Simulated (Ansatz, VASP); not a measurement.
Pt: VASP beside Ansatz

INCAR

```
ALGO = Fast
EDIFF = 1E-6
ENCUT = 520
GGA = CA
ISIF = 2
ISMEAR = 0
LASPH = True
LCHARG = True
LELF = True
LREAL = False
LVHAR = True
LWAVE = False
NBANDS = 11
NELM = 60
PREC = Accurate
SIGMA = 0.15
```

Contents of KPOINTS:

```
k-points
0
Gamma
  20 20 20
```

POSCAR

```
Pt
1.0
    0.0000000000      2.0051703071      2.0051703071
    2.0051703071      0.0000000000      2.0051703071
    2.0051703071      2.0051703071      0.0000000000
Pt
1
Direct
    0.0000000000      0.0000000000      0.0000000000
```

Input for Ansatz:

```yaml
crystal:
  lattice:
    - [0.0, 2.0051703071, 2.0051703071]
    - [2.0051703071, 0.0, 2.0051703071]
    - [2.0051703071, 2.0051703071, 0.0]
  atoms:
    - { symbol: Pt, position: [0.0, 0.0, 0.0] }
basis:
  ecutwfc: 420
kpoints:
  mp_grid: { grid: [20, 20, 20] }
hamiltonian:
  xc: lda
  pseudopotentials: { kind: paw, azcp: { folder: soft_1 } }
scf:
  occupations: { method: gaussian, width: 0.15 }
output:
  forces: true
  stress: true
  eigenvalues: true
```

Change from the starting cell: equal engineering shear yz, xz and xy +0.0000, equal normal strain along x, y and z +0.0300.

Alike in both runs: task single point; functional LDA; k mesh 20 × 20 × 20; occupations gaussian, width 0.15 eV; no spin polarisation.

|  | VASP | Ansatz |
| --- | --- | --- |
| version | VASP 6.6.1 | Ansatz 0.2.0 |
| potentials or method | VASP PAW LDA potentials, release 64 (Pt) | scalar-relativistic, plane waves, PAW |
| plane-wave cutoff (eV) | 520 | 420 |
| valence electrons in the cell | 10 | 18 |

Ansatz gave:

| Property | Result |
| --- | --- |
| gap on the k mesh at the Fermi level (eV) | none |
| pressure (GPa) | -21.4 |

Task: Which values does VASP return?

Result: gap on the k mesh at the Fermi level (eV): none; pressure (GPa): -20.8.

A gap of «none» marks a metal or a gap that the smearing closes. The two sets of potentials don't hold the same shells in valence. Ansatz warned: «pseudo_functional_mismatch».

Caveats: so large a pressure means that the cell lies far from this level's equilibrium, or that cutoff or potentials fall short (VASP). Spin-orbit coupling is left out, which matters for the levels of Pt.
